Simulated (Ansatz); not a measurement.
## A defect in a wire: (4,1) C nanotube, B in place of one C

What does the defect do to the conductance?

Method: DFT PBE, plane waves, PAW; relaxation of a wire's period, in the first sound run; inputs show where later runs differ, in Ansatz 0.2.0.

## (1) Set-up

The cell holds 28 atoms: 28 C. Cell: a = 10.388 Å, b = 10.378 Å, c = 6.507 Å, α = 90.0°, β = 90.0°, γ = 90.0°. Vacuum lies along a and b. The structure's axis is c.

## (2) Relaxing the period

Band widths follow the bond lengths, so the wire is relaxed first. The atoms and the third cell vector are free; the box across stays fixed as vacuum. A Fermi-Dirac smearing is set since the result may be a metal. The pressure printed is a third of the stress's trace over the whole box, vacuum included; only the stress along the axis is relaxed.

input.yaml reads:

```yaml
crystal:
  lattice:
    - [10.388, 0.0, 0.0]
    - [0.0, 10.378, 0.0]
    - [0.0, 0.0, 6.5072574868]
  atoms:
    - { symbol: C, position: [0.41364168, 0.64967209, 0.0] }
    - { symbol: C, position: [0.672664525, 0.499981081, 0.0] }
    - { symbol: C, position: [0.334972504, 0.449033153, 0.071428571] }
    - { symbol: C, position: [0.538407965, 0.668495702, 0.071428571] }
    - { symbol: C, position: [0.344401615, 0.574977143, 0.142857143] }
    - { symbol: C, position: [0.512887162, 0.327616111, 0.142857143] }
    - { symbol: C, position: [0.392317227, 0.364842847, 0.214285714] }
    - { symbol: C, position: [0.670735811, 0.47421938, 0.214285714] }
    - { symbol: C, position: [0.563070409, 0.660881015, 0.285714286] }
    - { symbol: C, position: [0.60764803, 0.364842847, 0.285714286] }
    - { symbol: C, position: [0.35730615, 0.597349989, 0.357142857] }
    - { symbol: C, position: [0.655563641, 0.574977143, 0.357142857] }
    - { symbol: C, position: [0.373397841, 0.382414387, 0.428571429] }
    - { symbol: C, position: [0.461557291, 0.668495702, 0.428571429] }
    - { symbol: C, position: [0.327300732, 0.499981081, 0.5] }
    - { symbol: C, position: [0.586323576, 0.350290072, 0.5] }
    - { symbol: C, position: [0.461557291, 0.33146646, 0.571428571] }
    - { symbol: C, position: [0.664992753, 0.550929008, 0.571428571] }
    - { symbol: C, position: [0.487078094, 0.672346051, 0.642857143] }
    - { symbol: C, position: [0.655563641, 0.424985019, 0.642857143] }
    - { symbol: C, position: [0.329229446, 0.525742782, 0.714285714] }
    - { symbol: C, position: [0.60764803, 0.635119315, 0.714285714] }
    - { symbol: C, position: [0.392317227, 0.635119315, 0.785714286] }
    - { symbol: C, position: [0.436894847, 0.339081146, 0.785714286] }
    - { symbol: C, position: [0.344401615, 0.424985019, 0.857142857] }
    - { symbol: C, position: [0.642659107, 0.402612173, 0.857142857] }
    - { symbol: C, position: [0.538407965, 0.33146646, 0.928571429] }
    - { symbol: C, position: [0.626567416, 0.617547775, 0.928571429] }
kpoints:
  mp_grid: { grid: [1, 1, 13] }
scf:
  occupations: { method: fermi_dirac, width: 0.05 }
hamiltonian:
  xc: pbe
relax:
  cell: { fix: [a, b, alpha, beta, gamma] }
  max_steps: 60
```

On the command line:

```
> ansatz run input.yaml --threads 4 --pin off --max-ram 16384MiB --backend cpu --events-out ev --progress --plain --runs-dir out
```

Numbers of over 12 decimals in the logs are rounded to 6 here.

What it wrote:

```text
Engine: ansatz 0.2.0, aarch64-unknown-linux-gnu
Pseudopotentials: kind: paw
Pseudopotential: C, paw, valence charge 4, recommended cutoff 420 eV (normal), C.paw.azcp
Functional definition: PBE
  parameter kappa = 0.804
  parameter beta = 0.066725
  exchange = pbe_x(kappa = kappa, mu = beta*pi^2/3)
  correlation = pbe_c(beta = beta)
Crystal: 28 atoms, lattice volume = 701.526 Å³
Basis set: ecut = 420 eV, 13761 PW (Γ), exchange–correlation on 144×144×90 points (8 copies of the dense FFT grid, shifted against one another)
Bands: 84, of which v1, the nominal top of the filled ones, is band 56 counted from 1 (55 counted from 0)
Symmetry: 2 space group operations
Space group: P21 (ITA 4), of the structure as read, at distance tolerance 8.9e-5 Å
k-points: 7 of 13 (time reversal used)
Non-local potential: C, projectors of the file, l = 0: 2, l = 1: 2, l = 2: 1
PAW form: soft (Blöchl's): semilocal exchange-correlation on the pseudo side does not see the compensation charge
PAW one-centre angular grid: C, 110 points (default); XC on 64 Gauss nodes
Initial density: superposition of atomic densities (neutral atoms: chi_scale 0, normalization atom), corrected by the library's trained network
Initial wavefunctions: pseudopotential atomic-orbital guess
Functional: x = pbe(κ = 0.804, μ = 0.219515), c = pbe(β = 0.066725)
SCF iter   1: F=—  HF=-7007.828161 eV  |F-HF|=—  |Δ(HF+E_count)|=         —  Δρ=6.77e-3  dr2=1.71e-1  ethr=1.77e-3  ⟨swp⟩=12.4  Hψ=3886  notcnv=0  defer=82
preconditioner: auto → LDOS  [metal: Δε(μ)=0.085 eV  Ē_g=14.029 eV  σ=0.050 eV  W_gap=0.40  n_scr=88 (ndim 8)  ℏωp=14.8 eV  f_vac=0.627  D(μ)=3.50/eV (n_scr^D=8)  β→1.0]
SCF iter   2: F=—  HF=-7007.848689 eV  |F-HF|=—  |Δ(HF+E_count)|=   2.05e-2  Δρ=1.70e-3  dr2=2.65e-2  ethr=1.52e-4  ⟨swp⟩=2.7  Hψ=1152  notcnv=0  defer=133
SCF iter   3: F=—  HF=-7007.843088 eV  |F-HF|=—  |Δ(HF+E_count)|=   5.60e-3  Δρ=5.69e-4  dr2=6.06e-3  ethr=2.36e-5  ⟨swp⟩=2.4  Hψ=979  notcnv=0  defer=133
SCF iter   4: F=—  HF=-7007.841482 eV  |F-HF|=—  |Δ(HF+E_count)|=   1.61e-3  Δρ=1.04e-4  dr2=7.57e-5  ethr=5.41e-6  ⟨swp⟩=2.0  Hψ=754  notcnv=0  defer=133
SCF iter   5: F=—  HF=-7007.841668 eV  |F-HF|=—  |Δ(HF+E_count)|=   1.87e-4  Δρ=2.55e-5  dr2=6.74e-6  ethr=6.76e-8  ⟨swp⟩=2.0  Hψ=889  notcnv=0  defer=133
SCF iter   6: F=-7007.841671 eV  HF=-7007.841671 eV  |F-HF|=9.74e-8  |Δ(HF+E_count)|=   2.51e-6  Δρ=3.45e-6  dr2=5.62e-8  ethr=8.93e-11  ⟨swp⟩=4.0  Hψ=2515  notcnv=0
SCF 1 converged in 6 iterations: F = -7007.841671 eV  dr2 = 5.62e-8
  greatest PAW one-centre occupation: 0.681 electrons in one spin orbital (limit 2), on the C atom at site 14 (counted from 0), in its partial waves of l = 0
relax step   1: F+E_penalty+E_count = -7007.84167107 eV  Δ(F+E_penalty+E_count) = +0.000e0 eV  max|allowed force component| = 1.569e0 eV/Å  Δτ_max = 0.0000 Å  P = +6.932 GPa  Ω = 701.526 Å³  fix = [a, b, alpha, beta, gamma]  reactions: a +8.985, b +8.985 GPa; gamma +0.000 GPa/rad  (6 SCF iters, dr2 threshold 1.00e-7 eV, accepted)
Crystal: 28 atoms, lattice volume = 700.338 Å³
Basis set: ecut = 420 eV, 13753 PW (Γ), exchange–correlation on 144×144×90 points (8 copies of the dense FFT grid, shifted against one another)
Initial density: handed on by an earlier stage of this run
Initial wavefunctions: those handed on with the density
iter 1 solved again at ethr=1.11e-3 eV; its pass at ethr=3.10e-3 eV (dr2=1.24e0 eV) is discarded
SCF iter   1: F=—  HF=-7009.844860 eV  |F-HF|=—  |Δ(HF+E_count)|=         —  Δρ=1.36e-2  dr2=1.18e0  ethr=1.11e-3  ⟨swp⟩=3.9  Hψ=2621  notcnv=0
preconditioner: auto → LDOS  [metal: Δε(μ)=0.175 eV  Ē_g=13.543 eV  σ=0.050 eV  W_gap=0.47  n_scr=88 (ndim 8)  ℏωp=14.8 eV  f_vac=0.612  D(μ)=4.25/eV (n_scr^D=10)  β→1.0]
SCF iter   2: F=—  HF=-7009.820127 eV  |F-HF|=—  |Δ(HF+E_count)|=   2.47e-2  Δρ=8.10e-3  dr2=1.06e0  ethr=1.06e-3  ⟨swp⟩=5.3  Hψ=1661  notcnv=0  defer=10
SCF iter   3: F=—  HF=-7009.501417 eV  |F-HF|=—  |Δ(HF+E_count)|=   3.19e-1  Δρ=8.60e-4  dr2=2.18e-3  ethr=9.44e-4  ⟨swp⟩=2.7  Hψ=1013  notcnv=0  defer=104
SCF iter   4: F=—  HF=-7009.501549 eV  |F-HF|=—  |Δ(HF+E_count)|=   1.32e-4  Δρ=1.11e-4  dr2=4.98e-5  ethr=1.94e-6  ⟨swp⟩=2.9  Hψ=992  notcnv=0  defer=123
SCF iter   5: F=-7009.501590 eV  HF=-7009.501588 eV  |F-HF|=1.86e-6  |Δ(HF+E_count)|=   3.94e-5  Δρ=1.86e-5  dr2=1.42e-6  ethr=2.50e-9  ⟨swp⟩=5.1  Hψ=2171  notcnv=0
SCF 2 converged in 5 iterations: F = -7009.501590 eV  dr2 = 1.42e-6
  greatest PAW one-centre occupation: 0.671 electrons in one spin orbital (limit 2), on the C atom at site 14 (counted from 0), in its partial waves of l = 0
relax step   2: F+E_penalty+E_count = -7009.50159026 eV  Δ(F+E_penalty+E_count) = -1.660e0 eV  max|allowed force component| = 8.832e-1 eV/Å  Δτ_max = 0.0570 Å  P = +2.427 GPa  Ω = 700.338 Å³  energy of the carried Pulay correction = +1.398e-3 eV  fix = [a, b, alpha, beta, gamma]  reactions: a +3.225, b +3.226 GPa; gamma +0.000 GPa/rad  (5 SCF iters, dr2 threshold 2.80e-6 eV, accepted)
Crystal: 28 atoms, lattice volume = 700.767 Å³
iter 1 solved again at ethr=2.90e-4 eV; its pass at ethr=3.10e-3 eV (dr2=3.25e-1 eV) is discarded
SCF iter   1: F=—  HF=-7009.916381 eV  |F-HF|=—  |Δ(HF+E_count)|=         —  Δρ=6.98e-3  dr2=3.16e-1  ethr=2.90e-4  ⟨swp⟩=5.1  Hψ=2609  notcnv=0  defer=2
preconditioner: auto → LDOS  [insulator: Δε(μ)=0.134 eV  Ē_g=13.473 eV  σ=0.050 eV  W_gap=0.58  n_scr=88 (ndim 8)  ℏωp=14.8 eV  f_vac=0.608  D(μ)=3.11/eV (n_scr^D=8)  ε∞_Penn≈2.2  β→1.0]
SCF iter   2: F=—  HF=-7009.923502 eV  |F-HF|=—  |Δ(HF+E_count)|=   7.12e-3  Δρ=4.34e-3  dr2=3.36e-1  ethr=2.82e-4  ⟨swp⟩=5.4  Hψ=1667  notcnv=0  defer=20
SCF iter   3: F=—  HF=-7009.820964 eV  |F-HF|=—  |Δ(HF+E_count)|=   1.03e-1  Δρ=4.90e-4  dr2=9.68e-4  ethr=2.82e-4  ⟨swp⟩=3.4  Hψ=1142  notcnv=0  defer=40
SCF iter   4: F=—  HF=-7009.820922 eV  |F-HF|=—  |Δ(HF+E_count)|=   4.20e-5  Δρ=7.37e-5  dr2=2.15e-5  ethr=8.64e-7  ⟨swp⟩=2.3  Hψ=1078  notcnv=0  defer=48
SCF iter   5: F=-7009.820932 eV  HF=-7009.820932 eV  |F-HF|=7.39e-7  |Δ(HF+E_count)|=   9.50e-6  Δρ=1.24e-5  dr2=5.66e-7  ethr=2.50e-9  ⟨swp⟩=5.0  Hψ=2106  notcnv=0
SCF 3 converged in 5 iterations: F = -7009.820932 eV  dr2 = 5.66e-7
  greatest PAW one-centre occupation: 0.667 electrons in one spin orbital (limit 2), on the C atom at site 14 (counted from 0), in its partial waves of l = 0
relax step   3: F+E_penalty+E_count = -7009.82093231 eV  Δ(F+E_penalty+E_count) = -3.193e-1 eV  max|allowed force component| = 3.197e-1 eV/Å  Δτ_max = 0.0284 Å  P = +0.260 GPa  Ω = 700.767 Å³  energy of the carried Pulay correction = +8.925e-4 eV  fix = [a, b, alpha, beta, gamma]  reactions: a +0.453, b +0.453 GPa; gamma -0.000 GPa/rad  (5 SCF iters, dr2 threshold 2.80e-6 eV, accepted)
[...]
relax step   4: F+E_penalty+E_count = -7009.84309535 eV  Δ(F+E_penalty+E_count) = -2.216e-2 eV  max|allowed force component| = 6.009e-2 eV/Å  Δτ_max = 0.0056 Å  P = +0.041 GPa  Ω = 700.994 Å³  energy of the carried Pulay correction = +6.251e-4 eV  fix = [a, b, alpha, beta, gamma]  reactions: a +0.039, b +0.040 GPa; gamma +0.000 GPa/rad  (5 SCF iters, dr2 threshold 2.80e-6 eV, accepted)
[...]
relax step   5: F+E_penalty+E_count = -7009.84401183 eV  Δ(F+E_penalty+E_count) = -9.165e-4 eV  max|allowed force component| = 2.262e-3 eV/Å  Δτ_max = 0.0013 Å  P = -0.012 GPa  Ω = 700.833 Å³  energy of the carried Pulay correction = +8.147e-4 eV  fix = [a, b, alpha, beta, gamma]  reactions: a -0.026, b -0.026 GPa; gamma +0.000 GPa/rad  (4 SCF iters, dr2 threshold 2.26e-7 eV, accepted)
Initial wavefunctions: pseudopotential atomic-orbital guess (no wavefunctions were taken with the density)
iter 1 solved again at ethr=4.86e-7 eV; its pass at ethr=3.10e-3 eV (dr2=5.44e-4 eV) is discarded
SCF iter   1: F=—  HF=-7009.842831 eV  |F-HF|=—  |Δ(HF+E_count)|=         —  Δρ=6.00e-6  dr2=4.82e-8  ethr=4.86e-7  ⟨swp⟩=14.3  Hψ=7128  notcnv=0  defer=12
eigensolver tolerance schedule: the retry pair's looser diagonalisation over-reported the residual by 11284.56 of it (diagonalisation noise at an unbounded share of the residual, at the tolerance the schedule requests for it); recorded, not acted on — ethr = c·dr2/N_el stays at c = 1.0e-1
preconditioner: auto → LDOS  [insulator: Δε(μ)=0.177 eV  Ē_g=13.534 eV  σ=0.050 eV  W_gap=0.71  n_scr=88 (ndim 8)  ℏωp=14.8 eV  f_vac=0.608  D(μ)=2.53/eV (n_scr^D=4)  ε∞_Penn≈2.2  β→1.0]
SCF iter   2: F=—  HF=-7009.843071 eV  |F-HF|=—  |Δ(HF+E_count)|=   2.40e-4  Δρ=1.53e-6  dr2=6.65e-9  ethr=4.31e-11  ⟨swp⟩=4.4  Hψ=1784  notcnv=0  defer=8
SCF iter   3: F=—  HF=-7009.843071 eV  |F-HF|=—  |Δ(HF+E_count)|=   2.70e-9  Δρ=2.87e-7  dr2=6.38e-10  ethr=5.94e-12  ⟨swp⟩=2.0  Hψ=839  notcnv=0  defer=8
SCF iter   4: F=—  HF=-7009.843071 eV  |F-HF|=—  |Δ(HF+E_count)|=  1.25e-10  Δρ=1.23e-7  dr2=2.87e-10  ethr=1.00e-12  ⟨swp⟩=5.0  Hψ=2034  notcnv=0
SCF iter   5: F=-7009.843071 eV  HF=-7009.843071 eV  |F-HF|=2.00e-11  |Δ(HF+E_count)|=  7.28e-11  Δρ=4.45e-8  dr2=1.96e-11  ethr=1.00e-12  ⟨swp⟩=4.0  Hψ=1672  notcnv=0
SCF 6 converged in 5 iterations: F = -7009.843071 eV  dr2 = 1.96e-11
relax step   6: F+E_penalty+E_count = -7009.84307118 eV  Δ(F+E_penalty+E_count) = +9.406e-4 eV  max|allowed force component| = 2.307e-3 eV/Å  Δτ_max = 0.0000 Å  P = -0.008 GPa  Ω = 700.833 Å³  fix = [a, b, alpha, beta, gamma]  reactions: a -0.015, b -0.016 GPa; gamma +0.001 GPa/rad  stress off target by 7.73e-3 GPa on what of the cell is left free  SCF on the basis re-selected at this cell (its energy is not comparable with the rows above)  (5 SCF iters)
basis re-selected at this cell: Δ(F+E_penalty+E_count) = +9.406e-4 eV, ΔP = +0.004 GPa vs the last step (what re-selecting the basis moved, of the pressure what is left beyond the Pulay correction that the steps carried, after the strain that the cell walked since its last selection, with what the two solves' SCF thresholds leave and, on support functions, any second-order correction that the steps lacked; it is no m [...]
SCF converged after 5 iterations
Free energy (F): -7009.843071 eV
Harris-Foulkes:  -7009.843071 eV  (|F-HF|=2.00e-11)
Internal energy: -7009.818897 eV  (E = F + TS)
E sigma→0 (E₀):  -7009.830984 eV
Entropy (-TS):   -0.024175 eV (-0.863 meV/atom)
Fermi energy:    -0.787555 eV
--- Per-component energies (eV) ---
  E_band       = -1067.250314
  E_kinetic    = 2529.716199
  E_local      = -22890.271179  (includes V_loc(G=0)·N_el)
  E_nonlocal   = 761.439335
  E_hartree    = 10186.674221
  E_xc         = -1336.528699
  E_vxc        = -1654.359112  (∫ρ·V_xc dr)
  E_paw        = -2778.934278  (= ΣΔE_a)
  E_vpaw       = -187.123786  (= ΣTr[D̂ρ^β])
  E_aug_tail   = 0.000203  (compensation charges beyond the density's cutoff)
  E_ewald      = 6518.085302
  E_smearing   = -0.024175  (= −TS)
  E_closure    = -0.000000  (closes the sum)
  Σ components = -7009.843071   (vs F -7009.843071, Δ=0.00e0)
--- Forces (eV/Å), atoms counted from 1 ---
  atom   1  C     -0.00028348    -0.00075481    -0.00228894
  atom   2  C     -0.00053529    -0.00013373     0.00199046
  atom   3  C      0.00054957     0.00010136    -0.00214575
  atom   4  C      0.00023478    -0.00042160     0.00217504
  atom   5  C      0.00049128     0.00004874     0.00211323
  atom   6  C      0.00003730     0.00049551    -0.00196817
  atom   7  C      0.00014946     0.00040495     0.00221292
  atom   8  C     -0.00052655     0.00002843    -0.00190172
  atom   9  C     -0.00002768    -0.00047475    -0.00197868
  atom  10  C     -0.00026378     0.00044662     0.00223204
  atom  11  C      0.00029538    -0.00037606    -0.00230697
  atom  12  C     -0.00055033    -0.00031579     0.00202958
  atom  13  C      0.00042706     0.00021598    -0.00219570
  atom  14  C      0.00016039    -0.00049703     0.00203289
  atom  15  C      0.00053529     0.00013373     0.00199046
  atom  16  C      0.00028348     0.00075481    -0.00228894
  atom  17  C     -0.00023478     0.00042160     0.00217504
  atom  18  C     -0.00054957    -0.00010136    -0.00214575
  atom  19  C     -0.00003730    -0.00049551    -0.00196817
  atom  20  C     -0.00049128    -0.00004874     0.00211323
  atom  21  C      0.00052655    -0.00002843    -0.00190172
  atom  22  C     -0.00014946    -0.00040495     0.00221292
  atom  23  C      0.00026378    -0.00044662     0.00223204
  atom  24  C      0.00002768     0.00047475    -0.00197868
  atom  25  C      0.00055033     0.00031579     0.00202958
  atom  26  C     -0.00029538     0.00037606    -0.00230697
  atom  27  C     -0.00016039     0.00049703     0.00203289
  atom  28  C     -0.00042706    -0.00021598    -0.00219570
  max |Σ_I F_I| component: 4.65e-7 eV/Å
--- Stress (GPa, compression-positive) ---
       -0.015331      -0.000627       0.000000
       -0.000627      -0.015528       0.000000
        0.000000       0.000000       0.007726
  P = ⅓ Tr σ = -0.0077 GPa (-0.077 kbar)
--- Relaxed structure (5 steps of the walk, 5 accepted, 1 SCFs on fresh bases) ---
  F+E_penalty+E_count = -7009.84307118 eV   max|allowed force component| = 2.307e-3 eV/Å   (the final SCF, on the basis selected at the relaxed cell)
  cell:  # Å, volume = 700.8331 Å³
    - [10.388, 0, 0.0]
    - [0, 10.378, 0.0]
    - [0.0, 0.0, 6.500832]
  atoms:
    - { symbol: C, position: [0.409340, 0.657144, -0.00123896] }
    - { symbol: C, position: [0.681277, 0.499981, 0.00123243] }
    - { symbol: C, position: [0.326739, 0.446494, 0.070193] }
    - { symbol: C, position: [0.540329, 0.676905, 0.072663] }
    - { symbol: C, position: [0.336642, 0.578721, 0.144095] }
    - { symbol: C, position: [0.513525, 0.319015, 0.141624] }
    - { symbol: C, position: [0.386946, 0.358100, 0.215528] }
    - { symbol: C, position: [0.679249, 0.472923, 0.213053] }
    - { symbol: C, position: [0.566235, 0.668905, 0.284477] }
    - { symbol: C, position: [0.613025, 0.358103, 0.286957] }
    - { symbol: C, position: [0.350197, 0.602222, 0.355901] }
    - { symbol: C, position: [0.663323, 0.578729, 0.358382] }
    - { symbol: C, position: [0.367076, 0.376555, 0.427329] }
    - { symbol: C, position: [0.459634, 0.676902, 0.429805] }
    - { symbol: C, position: [0.318689, 0.499981, 0.501232] }
    - { symbol: C, position: [0.590626, 0.342818, 0.498761] }
    - { symbol: C, position: [0.459636, 0.323057, 0.572663] }
    - { symbol: C, position: [0.673226, 0.553468, 0.570193] }
    - { symbol: C, position: [0.486441, 0.680947, 0.641624] }
    - { symbol: C, position: [0.663323, 0.421241, 0.644095] }
    - { symbol: C, position: [0.320716, 0.527040, 0.713053] }
    - { symbol: C, position: [0.613019, 0.641862, 0.715528] }
    - { symbol: C, position: [0.386941, 0.641860, 0.786957] }
    - { symbol: C, position: [0.433730, 0.331057, 0.784477] }
    - { symbol: C, position: [0.336642, 0.421233, 0.858382] }
    - { symbol: C, position: [0.649768, 0.397740, 0.855901] }
    - { symbol: C, position: [0.540331, 0.323060, 0.929805] }
    - { symbol: C, position: [0.632889, 0.623407, 0.927329] }
```

Wall time 70 s (4 threads of Arm Neoverse V1, shared host); peak memory 1.4 GiB.

Relaxation path:

| step | energy less that of the first step (eV) | largest force component (eV/Å) | pressure (GPa) | volume (Å³) |
| --- | --- | --- | --- | --- |
| 1 | 0.0000 | 1.5694 | 6.93 | 701.53 |
| 2 | -1.6599 | 0.8832 | 2.43 | 700.34 |
| 3 | -1.9793 | 0.3197 | 0.26 | 700.77 |
| 4 | -2.0014 | 0.0601 | 0.04 | 700.99 |
| 5 | -2.0023 | 0.0023 | -0.01 | 700.83 |
| 6* | -2.0014 | 0.0023 | -0.01 | 700.83 |

Relaxation steps marked * repeat the geometry before them on a plane-wave basis chosen anew for their cell, so energy and pressure can jump there.

The run keeps the 2 symmetry operations that it works with, so distortions that break them were not tested.

| cell as run | before | after | change |
| --- | --- | --- | --- |
| c (Å) | 6.507 | 6.501 | -0.1 % |

The atoms that moved most (Å, along periodic axes as changes of fractional coordinates times the final cell, across vacuum about the mean position):

| atom | dx | dy | dz | length |
| --- | --- | --- | --- | --- |
| C9 | 0.033 | 0.083 | -0.008 | 0.090 |
| C24 | -0.033 | -0.083 | -0.008 | 0.090 |
| C17 | -0.020 | -0.087 | 0.008 | 0.090 |
| C4 | 0.020 | 0.087 | 0.008 | 0.090 |
| C12 | 0.081 | 0.039 | 0.008 | 0.090 |
| C25 | -0.081 | -0.039 | 0.008 | 0.090 |
| C23 | -0.056 | 0.070 | 0.008 | 0.090 |
| C10 | 0.056 | -0.070 | 0.008 | 0.090 |

Numbers from this step:

```
energy at zero smearing    : -7009.8310 eV
cell length along the wire : 6.501 Å
```

The cell's length comes to 6.501 Å with spin left out.

(Part 1 of 4 ends here.)

[Logs are printed without paths, hosts, clocks, repeated set-up lines and the standing remarks that a program may print on its own settings, such as how far it seeks lower states.]

[Hosts, paths, dates, database ids (printed as entryN), source tags and the programs' standing remarks are cut or masked in the printed files.]
